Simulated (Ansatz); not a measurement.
# Cr: stress in a strained cell

Aim: deform Cr (z strained by +2 % at fixed volume) and compute stress, forces and field gradients with LAPW, PAW and all-electron datasets made for the crystal.

Method: DFT PBE, scalar-relativistic, in Ansatz 0.2.0.

1 further run of the same task is left out (set aside as unsound or not needed).

### 1 The system as given

It takes space group Pm-3m (No. 221, cubic). The conventional cell has a = 2.341 Å, b = 2.341 Å, c = 2.341 Å, α = 90.00°, β = 90.00°, γ = 90.00°. Around Cr (site symmetry m-3m) lie 6 Cr at 2.34 Å.

Coordinates:

```
CELL_PARAMETERS angstrom
2.34067 0.00000 0.00000
0.00000 2.34067 0.00000
0.00000 0.00000 2.34067
ATOMIC_POSITIONS crystal
Cr 0.00000 0.00000 0.00000
```

### 2 The deformed structure

Space group Pm-3m before, P4/mmm after.

### 3 LAPW, all electrons

input.yaml reads:

```yaml
crystal:
  lattice:
    - [2.3176126741, 0.0, 0.0]
    - [0.0, 2.3176126741, 0.0]
    - [0.0, 0.0, 2.387487546]
  atoms:
    - { symbol: Cr, position: [0.0, 0.0, 0.0], spin: 3.0 }
magnetization:
  spin_polarized: true
kpoints:
  mp_grid: { grid: [16, 16, 16] }
scf:
  occupations: { method: fermi_dirac, width: 0.05 }
hamiltonian:
  xc: pbe
  pseudopotentials: { kind: all_electron, lapw: { basis_error: 0.00025 } }
output:
  forces: true
  stress: true
  eigenvalues: true
```

### 4 PAW with frozen cores

Edit input.yaml of step 3 so:

```diff
@@ -15,3 +15,3 @@
   xc: pbe
-  pseudopotentials: { kind: all_electron, lapw: { basis_error: 0.00025 } }
+  pseudopotentials: { kind: paw }
 output:
@@ -20 +20,2 @@
   eigenvalues: true
+  efg: { contact_densities: true }
```

### 5 Datasets made for this crystal

Edit input.yaml of step 4 so:

```diff
@@ -15,3 +15,3 @@
   xc: pbe
-  pseudopotentials: { kind: paw }
+  pseudopotentials: { kind: all_electron, datasets: crystal }
 output:
```

(Steps that only read results are left out.)

Q: Predict the outcome of this session. Wanted: pressure; largest shear or deviatoric stress.

The runs gave:

| quantity | value |
| --- | --- |
| pressure | LAPW 0.15, PAW 0.21, crystal datasets 0.15 GPa |
| largest shear or deviatoric stress (LAPW) | 6.64 GPa |

In words: The largest part of the stress beyond the pressure is 6.64 GPa in size, in the zz component. No run of the undeformed cell stands beside it, so the pressure holds what the given cell had before the change. PAW: stress within 0.08 GPa of LAPW. Crystal datasets: stress within 0.01 GPa of LAPW.
